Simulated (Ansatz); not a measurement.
Wanted: the native input for an Ansatz 0.2.0 run.

```yaml
Task: band structure
Functional: r2SCAN
Potentials_or_basis: Ansatz PAW
Cutoff: "500 eV (not typed: the program's choice for these potentials)"
k_mesh: 10 × 10 × 5
Occupations: fermi-dirac, width 0.05 eV
Spin: no spin polarisation
Path: "[[\"G\", \"M\", \"K\", \"G\", \"A\", \"L\", \"H\", \"A\"], [\"L\", \"M\"], [\"K\", \"H\"]]"
Points_for_each_segment_of_the_path: 14
```

Hf:

```
Hf
1.0
     3.19670    0.00000    0.00000
    -1.59835    2.76842    0.00000
     0.00000    0.00000    5.05780
Hf
2
Cartesian
  1.5984 0.9228 3.7934
  0.0000 1.8456 1.2645
```

The input as run:

input.yaml

```yaml
crystal:
  lattice:
    - [3.1967, 0.0, 0.0]
    - [-1.59835, 2.7684234083, 0.0]
    - [0.0, 0.0, 5.0578]
  atoms:
    - { symbol: Hf, position: [0.6666666667, 0.3333333333, 0.75] }
    - { symbol: Hf, position: [0.3333333333, 0.6666666667, 0.25] }
hamiltonian:
  xc: r2scan
  pseudopotentials: { kind: paw }
kpoints:
  mp_grid: { grid: [10, 10, 5] }
  band_path:
    path:
      - [[0.0, 0.0, 0.0], [0.5, 0.0, 0.0], [0.3333333333, 0.3333333333, 0.0], [0.0, 0.0, 0.0], [0.0, 0.0, 0.5], [0.5, 0.0, 0.5], [0.3333333333, 0.3333333333, 0.5], [0.0, 0.0, 0.5]]
      - [[0.5, 0.0, 0.5], [0.5, 0.0, 0.0]]
      - [[0.3333333333, 0.3333333333, 0.0], [0.3333333333, 0.3333333333, 0.5]]
    npoints: 14
scf:
  occupations: { method: fermi_dirac, width: 0.05 }
  n_extra_bands: 6
output:
  forces: true
  stress: true
  eigenvalues: true
  fatbands: true
  write_density: true
  write_potential: true
  elf: true
  volumetric_format: npy
```

Potentials or basis: Ansatz PAW.

The run is started by

```bash
$ ansatz run input.yaml --threads 2 --pin off --max-ram 5632MiB --backend cpu --events-out ev --progress --plain --runs-dir out
```

It gave:

| Quantity | Value |
| --- | --- |
| Pressure | -0.3 GPa |
| Band gap on the k mesh | none (metal or under the smearing width) |

Caveat: spin-orbit coupling is left out, which moves the levels of the heavy elements; the PAW data sets come from PBE, with cores solved anew for the run's functional, which leaves a small shift of forces and pressure.

Run time: 15 s on 2 threads of Intel(R) Xeon(R) Processor @ 2.50GHz (Skylake/Cascade Lake), with other jobs on the host, peak memory 0.49 GiB.
